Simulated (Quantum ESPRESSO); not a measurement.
# 2H-WS2, 2 layers, AA' stacking: a series in biaxial strain, part 2 of 6

Aim: how the results for 2H-WS2, 2 layers, AA' stacking change with biaxial strain.

Quantum ESPRESSO 7.5; plane-wave DFT, PBE, GBRV ultrasoft pseudopotentials.

So far. Step 2 (Variable-cell relaxation of the reference):  The last row is no step: it is a fresh SCF in the final cell with a new plane-wave basis, +2 meV from the row before.

### 3. Relaxing the ions, -4 %

Level of this step: plane-wave DFT, PBE-D3(BJ), GBRV ultrasoft pseudopotentials (Quantum ESPRESSO).

The input, m0.relax.in:

```
&control
  prefix = 'm0.relax'
  outdir = './out'
  pseudo_dir = './pseudo'
  nstep = 40
  forc_conv_thr = 0.0003
  calculation = 'relax'
  tstress = .true.
/
&system
  ibrav = 0
  nat = 6
  ntyp = 2
  ecutwfc = 50
  ecutrho = 250
  vdw_corr = 'grimme-d3'
  dftd3_version = 4
  occupations = 'smearing'
  smearing = 'fd'
  degauss = 0.002
/
&electrons
  conv_thr = 1e-09
  mixing_beta = 0.4
  electron_maxstep = 120
  mixing_mode = 'plain'
/
&ions
/
ATOMIC_SPECIES
  S   32.0600  s_pbe_v1.4.uspp.F.UPF
  W   183.8400  w_pbe_v1.2.uspp.F.UPF
CELL_PARAMETERS angstrom
  3.03238978752000 0.00000000000000 0.00000000000000
  -1.51619489376000 2.62612659072000 0.00000000000000
  0.00000000000000 0.00000000000000 25.15124046500000
ATOMIC_POSITIONS crystal
  S   0.333333333300 0.666666666700 0.315589334300
  W   0.000000000000 0.000000000000 0.378305579200
  S   0.333333333300 0.666666666700 0.440960677000
  S   0.000000000000 0.000000000000 0.559039323000
  W   0.333333333300 0.666666666700 0.621694420800
  S   0.000000000000 0.000000000000 0.684410665700
K_POINTS automatic
  12 12 1 0 0 0
```

Run with:

```
OMP_NUM_THREADS=1 mpirun -n 4 pw.x -nk 4 -in m0.relax.in > m0.relax.out
```

What it wrote:

```text
[banner, memory and clock lines left out]
Program PWSCF v.7.5 starts
[citation notice left out]

[...]
Message from routine setup:
[...]
bravais-lattice index     =            0
     lattice parameter (alat)  =       5.7304  a.u.
     unit-cell volume          =    1351.6265 (a.u.)^3
     number of atoms/cell      =            6
     number of atomic types    =            2
     number of electrons       =        52.00
     number of Kohn-Sham states=           31
     kinetic-energy cutoff     =      50.0000  Ry
     charge density cutoff     =     250.0000  Ry
     scf convergence threshold =      1.0E-09
     mixing beta               =       0.4000
     number of iterations used =            8  plain     mixing
     energy convergence thresh.=      1.0E-04
     force convergence thresh. =      3.0E-04
     Exchange-correlation= SLA  PW   PBE  PBE
                           (   1   4   3   4   0   0   0)
     nstep                     =           40

[...]
PseudoPot. # 1 for S  read from file:
     ./pseudo/s_pbe_v1.4.uspp.F.UPF
     Pseudo is Ultrasoft + core correction, Zval =  6.0
     Generated by new atomic code, or converted to UPF format
     Using radial grid of  907 points,  6 beta functions with:
                l(1) =   0
                l(2) =   0
                l(3) =   1
                l(4) =   1
                l(5) =   2
                l(6) =   2
     Q(r) pseudized with  8 coefficients,  rinner =    1.300   1.300   1.300
                                                       1.300   1.300

     PseudoPot. # 2 for W  read from file:
     ./pseudo/w_pbe_v1.2.uspp.F.UPF
     Pseudo is Ultrasoft + core correction, Zval = 14.0
     Generated by new atomic code, or converted to UPF format
     Using radial grid of  923 points,  8 beta functions with:
                l(1) =   0
                l(2) =   0
                l(3) =   0
                l(4) =   1
                l(5) =   1
                l(6) =   2
                l(7) =   2
                l(8) =   3
     Q(r) pseudized with  6 coefficients,  rinner =    1.350   1.350   1.350
                                                       1.350   1.350   1.350
                                                       1.350

     atomic species   valence    mass     pseudopotential
     S                 6.00    32.06000     S ( 1.00)
     W                14.00   183.84000     W ( 1.00)

     12 Sym. Ops., with inversion, found ( 6 have fractional translation)

[...]
number of k points=    19  Fermi-Dirac smearing, width (Ry)=  0.0020
[...]
Dense  grid:    90197 G-vectors     FFT dimensions: (  30,  30, 240)

     Smooth grid:    64407 G-vectors     FFT dimensions: (  27,  27, 216)

     Check: negative core charge=   -0.000002

     Initial potential from superposition of free atoms

     starting charge      51.7992, renormalised to      52.0000

     negative rho (up, down):  1.235E-01 0.000E+00
     Starting wfcs are   42 randomized atomic wfcs

     per-process dynamical memory:    92.9 Mb

     Self-consistent Calculation

     iteration #  1     ecut=    50.00 Ry     beta= 0.40
     Davidson diagonalization with overlap
     ethr =  1.00E-02,  avg # of iterations =  2.7

     Threshold (ethr) on eigenvalues was too large:
     Diagonalizing with lowered threshold

     Davidson diagonalization with overlap
     ethr =  2.94E-04,  avg # of iterations =  3.1

     negative rho (up, down):  1.267E-01 0.000E+00

     total energy              =    -415.13829058 Ry
     estimated scf accuracy    <       0.19589671 Ry

     iteration #  2     ecut=    50.00 Ry     beta= 0.40
[...]
negative rho (up, down):  1.298E-01 0.000E+00

[...]
total energy              =    -415.14914335 Ry
     estimated scf accuracy    <       0.03003212 Ry

     iteration #  3     ecut=    50.00 Ry     beta= 0.40
[...]
negative rho (up, down):  1.310E-01 0.000E+00

[...]
total energy              =    -415.15369179 Ry
     estimated scf accuracy    <       0.02449179 Ry

     iteration #  4     ecut=    50.00 Ry     beta= 0.40
[...]
negative rho (up, down):  1.316E-01 0.000E+00

[...]
total energy              =    -415.15620524 Ry
     estimated scf accuracy    <       0.00758499 Ry

     iteration #  5     ecut=    50.00 Ry     beta= 0.40
[...]
negative rho (up, down):  1.332E-01 0.000E+00

[...]
total energy              =    -415.15693849 Ry
     estimated scf accuracy    <       0.00269233 Ry

     iteration #  6     ecut=    50.00 Ry     beta= 0.40
[...]
negative rho (up, down):  1.334E-01 0.000E+00

[...]
total energy              =    -415.15712492 Ry
     estimated scf accuracy    <       0.00075366 Ry

[...]
iteration # 10     ecut=    50.00 Ry     beta= 0.40
[...]
negative rho (up, down):  1.332E-01 0.000E+00

[...]
total energy              =    -415.15727953 Ry
     estimated scf accuracy    <       0.00000137 Ry

     iteration # 11     ecut=    50.00 Ry     beta= 0.40
[...]
negative rho (up, down):  1.332E-01 0.000E+00

[...]
total energy              =    -415.15727965 Ry
     estimated scf accuracy    <       0.00000009 Ry

     iteration # 12     ecut=    50.00 Ry     beta= 0.40
[...]
negative rho (up, down):  1.332E-01 0.000E+00

[...]
total energy              =    -415.15727969 Ry
     estimated scf accuracy    <          4.7E-09 Ry

     iteration # 13     ecut=    50.00 Ry     beta= 0.40
[...]
negative rho (up, down):  1.332E-01 0.000E+00

[...]
End of self-consistent calculation

          k = 0.0000 0.0000 0.0000 (  8123 PWs)   bands (ev):

   -70.5189 -70.5189 -34.9117 -34.9116 -34.5724 -34.5724 -34.5724 -34.5724
   -12.2307 -12.0970 -10.5171 -10.2694  -4.0313  -3.4675   0.1060   0.4735
     0.4735   0.4795   0.4795   1.2592   1.8797   1.8797   1.9058   1.9058
     2.5153   3.4032   6.5606   6.5606   6.5765   6.5768   6.6504

          k = 0.0000 0.0962 0.0000 (  8119 PWs)   bands (ev):

   -70.5167 -70.5167 -34.9045 -34.9045 -34.6111 -34.6110 -34.5812 -34.5811
   -12.0921 -11.9578 -10.4598 -10.2198  -3.8693  -3.3042  -0.0948   0.1309
     0.1415   0.6116   0.6209   0.8066   1.6586   1.6873   1.8627   2.0444
     2.5380   3.2981   6.3102   6.3512   6.4606   6.4900   6.4979

[...]
the Fermi energy is     4.1952 ev

!    total energy              =    -415.15727969 Ry
     estimated scf accuracy    <          9.6E-10 Ry
     smearing contrib. (-TS)   =      -0.00000000 Ry
     internal energy E=F+TS    =    -415.15727969 Ry

     The total energy is F=E-TS. E is the sum of the following terms:
     one-electron contribution =   -2984.33834982 Ry
     hartree contribution      =    1499.02332014 Ry
     xc contribution           =    -116.90455358 Ry
     ewald contribution        =    1187.23101766 Ry
     DFT-D3 Dispersion         =      -0.16871409 Ry

     convergence has been achieved in  13 iterations

     negative rho (up, down):  1.332E-01 0.000E+00

     Forces acting on atoms (cartesian axes, Ry/au):

     atom    1 type  1   force =     0.00000000    0.00000000   -0.04059799
     atom    2 type  2   force =     0.00000000    0.00000000   -0.00018883
     atom    3 type  1   force =     0.00000000    0.00000000    0.04068815
     atom    4 type  1   force =     0.00000000   -0.00000000   -0.04068815
     atom    5 type  2   force =     0.00000000    0.00000000    0.00018883
     atom    6 type  1   force =     0.00000000    0.00000000    0.04059799

     Total force =     0.081287     Total SCF correction =     0.000025

     Computing stress (Cartesian axis) and pressure

     negative rho (up, down):  1.332E-01 0.000E+00
          total   stress  (Ry/bohr**3)                   (kbar)     P=       76.68
   0.00060550  -0.00000000   0.00000000           89.07       -0.00        0.00
  -0.00000000   0.00060550   0.00000000           -0.00       89.07        0.00
   0.00000000  -0.00000000   0.00035281            0.00       -0.00       51.90

     BFGS Geometry Optimization
     Energy error            =      6.6E-03 Ry
     Gradient error          =      4.1E-02 Ry/Bohr

     number of scf cycles    =   1
     number of bfgs steps    =   0

     energy             new  =    -415.1572796927 Ry

     new trust radius        =       0.0406881504 bohr
     new conv_thr            =       0.0000000010 Ry

ATOMIC_POSITIONS (crystal)
S                0.3333333333        0.6666666667        0.3147351604
W                0.0000000000        0.0000000000        0.3783016063
S                0.3333333333        0.6666666667        0.4418167478
S               -0.0000000000       -0.0000000000        0.5581832522
W                0.3333333333        0.6666666667        0.6216983937
S                0.0000000000       -0.0000000000        0.6852648396

[...]
NEW-OLD atomic charge density approx. for the potential

     Check: negative core charge=   -0.000002

     negative rho (up, down):  1.333E-01 0.000E+00

     per-process dynamical memory:   123.3 Mb

[...]
!    total energy              =    -415.16230089 Ry
[...]
Total force =     0.042607     Total SCF correction =     0.000180
[...]
number of bfgs steps    =   1
[...]
energy             new  =    -415.1623008946 Ry
[...]
new trust radius        =       0.0447569654 bohr
[...]
!    total energy              =    -415.16429402 Ry
[...]
Total force =     0.003539     Total SCF correction =     0.000078
[...]
number of bfgs steps    =   2
[...]
energy             new  =    -415.1642940241 Ry
[...]
new trust radius        =       0.0042548791 bohr
[...]
!    total energy              =    -415.16430842 Ry
[...]
Total force =     0.001782     Total SCF correction =     0.000028
[...]
number of bfgs steps    =   3
[...]
energy             new  =    -415.1643084242 Ry
[...]
new trust radius        =       0.0016323936 bohr
[...]
!    total energy              =    -415.16431241 Ry
[...]
Total force =     0.001842     Total SCF correction =     0.000022
[...]
number of bfgs steps    =   4
[...]
energy             new  =    -415.1643124139 Ry
[...]
WARNING: bfgs curvature condition failed, Theta= 0.960
     new trust radius        =       0.0017956329 bohr
[...]
!    total energy              =    -415.16431762 Ry
[...]
Total force =     0.001947     Total SCF correction =     0.000001
[...]
number of bfgs steps    =   5
[...]
energy             new  =    -415.1643176158 Ry
[...]
new trust radius        =       0.0026934494 bohr
[...]
!    total energy              =    -415.16433926 Ry
[...]
Total force =     0.002271     Total SCF correction =     0.000013
[...]
number of bfgs steps    =   7
[...]
energy             new  =    -415.1643392627 Ry
[...]
new trust radius        =       0.0060602612 bohr
[...]
!    total energy              =    -415.16435875 Ry
[...]
Total force =     0.002463     Total SCF correction =     0.000013
[...]
number of bfgs steps    =   8
[...]
energy             new  =    -415.1643587477 Ry
[...]
new trust radius        =       0.0090903918 bohr
[...]
Self-consistent Calculation

     iteration #  1     ecut=    50.00 Ry     beta= 0.40
     Davidson diagonalization with overlap
     ethr =  1.00E-06,  avg # of iterations =  5.9

     Threshold (ethr) on eigenvalues was too large:
     Diagonalizing with lowered threshold

     Davidson diagonalization with overlap
     ethr =  2.90E-08,  avg # of iterations =  4.7

     negative rho (up, down):  1.329E-01 0.000E+00

     total energy              =    -415.16436553 Ry
     estimated scf accuracy    <       0.00004754 Ry

[...]
iteration #  9     ecut=    50.00 Ry     beta= 0.40
[...]
```

Wall time 12 min (4 MPI ranks of Arm Neoverse V1, shared host); peak memory 1.1 GiB.

The steps of the relaxation:

```csv
step,energy less that of the first step (eV),largest force (eV/Å)
1,0.0000,1.0461
2,-0.0683,0.5577
3,-0.0954,0.0570
4,-0.0956,0.0195
5,-0.0957,0.0249
6,-0.0958,0.0295
7,-0.0959,0.0336
8,-0.0960,0.0377
9,-0.0963,0.0411
10,-0.0967,0.0436
11,-0.0972,0.0436
12,-0.0977,0.0386
13,-0.0980,0.0246
14,-0.0980,0.0156
15,-0.0980,0.0033
```

The atoms that moved most (Å):

```csv
atom,dx,dy,dz,length
S6,0.000,0.000,0.093,0.093
S1,0.000,0.000,-0.093,0.093
W2,0.000,0.000,-0.046,0.046
W5,0.000,0.000,0.046,0.046
```

The relaxation lowers the energy by 16 meV an atom.

This step gave:

| Property | Result |
| --- | --- |
| free energy | -5648.6006 eV |
| Fermi energy | 4.052 eV |

### 4. Self-consistent run, -4 %

The self-consistent run of this member.

Level of this step: plane-wave DFT, PBE, GBRV ultrasoft pseudopotentials (Quantum ESPRESSO 7.5).

The input, m0.scf.in:

```
&control
  prefix = 'm0.scf'
  outdir = './out'
  pseudo_dir = './pseudo'
  calculation = 'scf'
  tprnfor = .true.
/
&system
  ibrav = 0
  nat = 6
  ntyp = 2
  ecutwfc = 40
  ecutrho = 200
  occupations = 'smearing'
  smearing = 'fd'
  degauss = 0.002
  nbnd = 30
/
&electrons
  conv_thr = 1e-09
  mixing_beta = 0.4
  electron_maxstep = 120
  mixing_mode = 'plain'
/
ATOMIC_SPECIES
  S   32.0600  s_pbe_v1.4.uspp.F.UPF
  W   183.8400  w_pbe_v1.2.uspp.F.UPF
CELL_PARAMETERS angstrom
  3.03238978752000 0.00000000000000 0.00000000000000
  -1.51619489376000 2.62612659072000 0.00000000000000
  0.00000000000000 0.00000000000000 25.15124046500000
ATOMIC_POSITIONS crystal
  S   0.333333333300 0.666666666700 0.311875358700
  W   0.000000000000 0.000000000000 0.376487065900
  S   0.333333333300 0.666666666700 0.441054431400
  S   0.000000000000 0.000000000000 0.558945568600
  W   0.333333333300 0.666666666700 0.623512934100
  S   0.000000000000 0.000000000000 0.688124641300
K_POINTS automatic
  12 12 1 0 0 0
```

Run with:

```
OMP_NUM_THREADS=1 mpirun -n 4 pw.x -nk 4 -in m0.scf.in > m0.scf.out
```

What it wrote:

```text
[banner, memory and clock lines left out]
Program PWSCF v.7.5 starts
[citation notice left out]

[...]
Message from routine setup:
[...]
bravais-lattice index     =            0
     lattice parameter (alat)  =       5.7304  a.u.
     unit-cell volume          =    1351.6265 (a.u.)^3
     number of atoms/cell      =            6
     number of atomic types    =            2
     number of electrons       =        52.00
     number of Kohn-Sham states=           30
     kinetic-energy cutoff     =      40.0000  Ry
     charge density cutoff     =     200.0000  Ry
     scf convergence threshold =      1.0E-09
     mixing beta               =       0.4000
     number of iterations used =            8  plain     mixing
     Exchange-correlation= SLA  PW   PBE  PBE
                           (   1   4   3   4   0   0   0)

[...]
PseudoPot. # 1 for S  read from file:
     ./pseudo/s_pbe_v1.4.uspp.F.UPF
     Pseudo is Ultrasoft + core correction, Zval =  6.0
     Generated by new atomic code, or converted to UPF format
     Using radial grid of  907 points,  6 beta functions with:
                l(1) =   0
                l(2) =   0
                l(3) =   1
                l(4) =   1
                l(5) =   2
                l(6) =   2
     Q(r) pseudized with  8 coefficients,  rinner =    1.300   1.300   1.300
                                                       1.300   1.300

     PseudoPot. # 2 for W  read from file:
     ./pseudo/w_pbe_v1.2.uspp.F.UPF
     Pseudo is Ultrasoft + core correction, Zval = 14.0
     Generated by new atomic code, or converted to UPF format
     Using radial grid of  923 points,  8 beta functions with:
                l(1) =   0
                l(2) =   0
                l(3) =   0
                l(4) =   1
                l(5) =   1
                l(6) =   2
                l(7) =   2
                l(8) =   3
     Q(r) pseudized with  6 coefficients,  rinner =    1.350   1.350   1.350
                                                       1.350   1.350   1.350
                                                       1.350

     atomic species   valence    mass     pseudopotential
     S                 6.00    32.06000     S ( 1.00)
     W                14.00   183.84000     W ( 1.00)

     12 Sym. Ops., with inversion, found ( 6 have fractional translation)

[...]
number of k points=    19  Fermi-Dirac smearing, width (Ry)=  0.0020
[...]
Dense  grid:    64407 G-vectors     FFT dimensions: (  27,  27, 216)

     Smooth grid:    46307 G-vectors     FFT dimensions: (  24,  24, 192)

     Initial potential from superposition of free atoms

     starting charge      51.7992, renormalised to      52.0000

     negative rho (up, down):  1.220E-01 0.000E+00
     Starting wfcs are   42 randomized atomic wfcs

     per-process dynamical memory:    65.3 Mb

     Self-consistent Calculation

     iteration #  1     ecut=    40.00 Ry     beta= 0.40
     Davidson diagonalization with overlap
     ethr =  1.00E-02,  avg # of iterations =  2.2

     Threshold (ethr) on eigenvalues was too large:
     Diagonalizing with lowered threshold

     Davidson diagonalization with overlap
     ethr =  2.93E-04,  avg # of iterations =  2.4

     negative rho (up, down):  1.241E-01 0.000E+00

     total energy              =    -414.96854821 Ry
     estimated scf accuracy    <       0.19447849 Ry

     iteration #  2     ecut=    40.00 Ry     beta= 0.40
[...]
negative rho (up, down):  1.262E-01 0.000E+00

[...]
total energy              =    -414.97949993 Ry
     estimated scf accuracy    <       0.02833077 Ry

     iteration #  3     ecut=    40.00 Ry     beta= 0.40
[...]
negative rho (up, down):  1.269E-01 0.000E+00

[...]
total energy              =    -414.98384752 Ry
     estimated scf accuracy    <       0.02773200 Ry

     iteration #  4     ecut=    40.00 Ry     beta= 0.40
[...]
negative rho (up, down):  1.273E-01 0.000E+00

[...]
total energy              =    -414.98643680 Ry
     estimated scf accuracy    <       0.00708015 Ry

     iteration #  5     ecut=    40.00 Ry     beta= 0.40
[...]
negative rho (up, down):  1.285E-01 0.000E+00

[...]
total energy              =    -414.98717498 Ry
     estimated scf accuracy    <       0.00276346 Ry

     iteration #  6     ecut=    40.00 Ry     beta= 0.40
[...]
negative rho (up, down):  1.286E-01 0.000E+00

[...]
total energy              =    -414.98733104 Ry
     estimated scf accuracy    <       0.00092737 Ry

[...]
iteration # 12     ecut=    40.00 Ry     beta= 0.40
[...]
negative rho (up, down):  1.285E-01 0.000E+00

[...]
total energy              =    -414.98750026 Ry
     estimated scf accuracy    <       0.00000003 Ry

     iteration # 13     ecut=    40.00 Ry     beta= 0.40
[...]
negative rho (up, down):  1.285E-01 0.000E+00

[...]
total energy              =    -414.98750026 Ry
     estimated scf accuracy    <       0.00000001 Ry

     iteration # 14     ecut=    40.00 Ry     beta= 0.40
[...]
negative rho (up, down):  1.285E-01 0.000E+00

[...]
total energy              =    -414.98750027 Ry
     estimated scf accuracy    <          3.2E-09 Ry

     iteration # 15     ecut=    40.00 Ry     beta= 0.40
[...]
negative rho (up, down):  1.285E-01 0.000E+00

[...]
End of self-consistent calculation

          k = 0.0000 0.0000 0.0000 (  5735 PWs)   bands (ev):

   -70.5516 -70.5516 -34.9093 -34.9091 -34.5654 -34.5654 -34.5652 -34.5652
   -12.0225 -11.8804 -10.4916 -10.2450  -3.9053  -3.3432   0.0239   0.7981
     0.7981   0.8043   0.8043   1.1653   2.1542   2.1542   2.1809   2.1809
     2.3638   3.2257   6.5097   6.5097   6.5991   6.6008

          k = 0.0000 0.0962 0.0000 (  5764 PWs)   bands (ev):

   -70.5494 -70.5494 -34.9025 -34.9024 -34.6031 -34.6030 -34.5741 -34.5740
   -11.8869 -11.7442 -10.4288 -10.1894  -3.7403  -3.1760  -0.1249   0.4461
     0.4575   0.8431   0.9332   0.9429   1.9328   1.9624   2.0580   2.1654
     2.4105   3.1502   6.1844   6.2228   6.3906   6.5023

[...]
the Fermi energy is     4.2006 ev

!    total energy              =    -414.98750027 Ry
     estimated scf accuracy    <          2.4E-10 Ry
     smearing contrib. (-TS)   =      -0.00000000 Ry
     internal energy E=F+TS    =    -414.98750027 Ry

     The total energy is F=E-TS. E is the sum of the following terms:
     one-electron contribution =   -2908.15564414 Ry
     hartree contribution      =    1460.99084462 Ry
     xc contribution           =    -116.73060279 Ry
     ewald contribution        =    1148.90790205 Ry

     convergence has been achieved in  15 iterations

     negative rho (up, down):  1.285E-01 0.000E+00

     Forces acting on atoms (cartesian axes, Ry/au):

     atom    1 type  1   force =     0.00000000   -0.00000000   -0.00461229
     atom    2 type  2   force =     0.00000000    0.00000000   -0.00301426
     atom    3 type  1   force =     0.00000000    0.00000000   -0.00017369
     atom    4 type  1   force =    -0.00000000   -0.00000000    0.00017369
     atom    5 type  2   force =     0.00000000    0.00000000    0.00301426
     atom    6 type  1   force =     0.00000000    0.00000000    0.00461229

     Total force =     0.007796     Total SCF correction =     0.000080

[...]
```

Run time: 39 s. Hardware: 4 MPI ranks; peak memory 0.76 GiB; 2.6 min of CPU time.

This step gave:

- free energy: -5646.1926 eV
- Fermi energy: 4.201 eV
- valence top, on the run's zero: 3.367 eV
- conduction bottom, on the run's zero: 4.815 eV
- gap by band count: 1.448 eV

[end of part 2 of 6]

[Logs are printed without paths, hosts, clocks, repeated set-up lines and the standing remarks that a program may print on its own settings, such as how far it seeks lower states.]

[Hosts, paths, dates, database ids (printed as entryN), source tags and the programs' standing remarks are cut or masked in the printed files.]

[Maps of the electrostatic potential energy from Ansatz leave out the sawtooth potential of an applied field or a dipole correction, so their vacuum need not be flat; planar profiles and work functions include it.]
